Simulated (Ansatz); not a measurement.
# K31S17: the cost of one run

Program: Ansatz 0.2.0. Level of theory: DFT PBE, scalar-relativistic, plane waves, PAW. These are calculated values, not measurements.

2 further runs of the same task are left out: 2 set aside as unsound or not needed.

**1. The structure to begin with**

It takes space group Fm-3m (No. 225, cubic). The conventional cell has a = 7.462 Å, b = 7.462 Å, c = 7.462 Å, α = 90.00°, β = 90.00°, γ = 90.00°. K (site symmetry -43m) has 4 S at 3.23 Å as nearest neighbours. Around S (site symmetry m-3m) lie 8 K at 3.23 Å.

Coordinates:

```xyz
3
Lattice="0.0000 3.7310 3.7310 3.7310 0.0000 3.7310 3.7310 3.7310 0.0000" Properties=species:S:1:pos:R:3 pbc="T T T"
K     5.5966    5.5966    5.5966
K     1.8655    1.8655    1.8655
S     0.0000    0.0000    0.0000
```

It goes back to an entry of the Materials Project.

It is the result of an earlier relaxation at this level (volume 34.63 Å³/atom; gap on the mesh: 2.32 eV).

The host's static dielectric tensor, from an earlier linear-response run, has a mean of 6.38.

The perfect supercell (rows 1 1 1; 1 -3 1; 1 1 -3 in vectors of this cell) comes from an earlier run at this level (48 atoms, E(σ→0) -63693.7518 eV, gap 2.75 eV on its own mesh).

**2. Making the defect**

The atom at (0.750, 0.000, 0.000) of the supercell is replaced. The other atoms start on their ideal sites. Its neighbours are 4 S at 3.23 Å, 6 K at 3.73 Å.

**3. Relaxing the defect, charge 0**

File input.yaml:

```yaml
crystal:
  lattice:
    - [7.4620778879, 7.4620778879, 7.4620778879]
    - [-7.4620778879, 7.4620778879, -7.4620778879]
    - [-7.4620778879, -7.4620778879, 7.4620778879]
  atoms:
    - { symbol: S, position: [0.75, 0.0, 0.0], spin: 0.091 }
    - { symbol: K, position: [0.75, 0.75, 0.25] }
    - { symbol: K, position: [0.0, 0.75, 0.0] }
    - { symbol: K, position: [0.75, 0.5, 0.5] }
    - { symbol: K, position: [0.0, 0.5, 0.25] }
    - { symbol: K, position: [0.25, 0.5, 0.0] }
    - { symbol: K, position: [0.75, 0.25, 0.75] }
    - { symbol: K, position: [0.0, 0.25, 0.5] }
    - { symbol: K, position: [0.25, 0.25, 0.25] }
    - { symbol: K, position: [0.5, 0.25, 0.0] }
    - { symbol: K, position: [0.0, 0.0, 0.75] }
    - { symbol: K, position: [0.25, 0.0, 0.5] }
    - { symbol: K, position: [0.5, 0.0, 0.25] }
    - { symbol: K, position: [0.25, 0.75, 0.75] }
    - { symbol: K, position: [0.5, 0.75, 0.5] }
    - { symbol: K, position: [0.5, 0.5, 0.75] }
    - { symbol: K, position: [0.25, 0.0, 0.0] }
    - { symbol: K, position: [0.25, 0.75, 0.25] }
    - { symbol: K, position: [0.5, 0.75, 0.0], spin: 0.091 }
    - { symbol: K, position: [0.25, 0.5, 0.5] }
    - { symbol: K, position: [0.5, 0.5, 0.25] }
    - { symbol: K, position: [0.75, 0.5, 0.0] }
    - { symbol: K, position: [0.25, 0.25, 0.75] }
    - { symbol: K, position: [0.5, 0.25, 0.5] }
    - { symbol: K, position: [0.75, 0.25, 0.25], spin: 0.091 }
    - { symbol: K, position: [0.0, 0.25, 0.0], spin: 0.091 }
    - { symbol: K, position: [0.5, 0.0, 0.75], spin: 0.091 }
    - { symbol: K, position: [0.75, 0.0, 0.5] }
    - { symbol: K, position: [0.0, 0.0, 0.25], spin: 0.091 }
    - { symbol: K, position: [0.75, 0.75, 0.75], spin: 0.091 }
    - { symbol: K, position: [0.0, 0.75, 0.5] }
    - { symbol: K, position: [0.0, 0.5, 0.75] }
    - { symbol: S, position: [0.5, 0.25, 0.25] }
    - { symbol: S, position: [0.5, 0.0, 0.5] }
    - { symbol: S, position: [0.75, 0.0, 0.25], spin: 0.091 }
    - { symbol: S, position: [0.5, 0.75, 0.75], spin: 0.091 }
    - { symbol: S, position: [0.75, 0.75, 0.5] }
    - { symbol: S, position: [0.0, 0.75, 0.25] }
    - { symbol: S, position: [0.5, 0.5, 0.0] }
    - { symbol: S, position: [0.75, 0.5, 0.75] }
    - { symbol: S, position: [0.0, 0.5, 0.5] }
    - { symbol: S, position: [0.25, 0.5, 0.25] }
    - { symbol: S, position: [0.75, 0.25, 0.0], spin: 0.091 }
    - { symbol: S, position: [0.0, 0.25, 0.75] }
    - { symbol: S, position: [0.25, 0.25, 0.5] }
    - { symbol: S, position: [0.0, 0.0, 0.0], spin: 0.091 }
    - { symbol: S, position: [0.25, 0.0, 0.75] }
    - { symbol: S, position: [0.25, 0.75, 0.0] }
  host:
    lattice:
      - [0.0, 3.731038944, 3.731038944]
      - [3.731038944, 0.0, 3.731038944]
      - [3.731038944, 3.731038944, 0.0]
    atoms:
      - { symbol: K, position: [0.75, 0.75, 0.75] }
      - { symbol: K, position: [0.25, 0.25, 0.25] }
      - { symbol: S, position: [0.0, 0.0, 0.0] }
basis:
  ecutwfc: 420
  xc_grid: 2
kpoints:
  mp_grid: { grid: [2, 2, 2], shift: [0.5, 0.5, 0.5] }
hamiltonian:
  xc: pbe
scf:
  occupations: { method: gaussian, width: 0.01 }
output:
  forces: true
  stress: false
  eigenvalues: true
  populations: true
  charged_corrections:
    defect_position: [0.75, 0.0, 0.0]
    epsilon: [[6.3831, 0.0, 0.0], [0.0, 6.3831, 0.0], [0.0, 0.0, 6.3831]]
magnetization:
  spin_polarized: true
relax:
  adjacent_minimum: "off"
  f_tol: 0.025
  max_steps: 45
```

The run is started by

```console
ansatz run input.yaml --threads 4 --pin off --max-ram 6144MiB --backend cpu --events-out ev --progress --plain --runs-dir out
```

**Question.** How long does this run take on 4 threads of an x86-64 CPU, shared host, and how much memory does it need?

About 2.8 min, with a peak of 4.4 GiB.
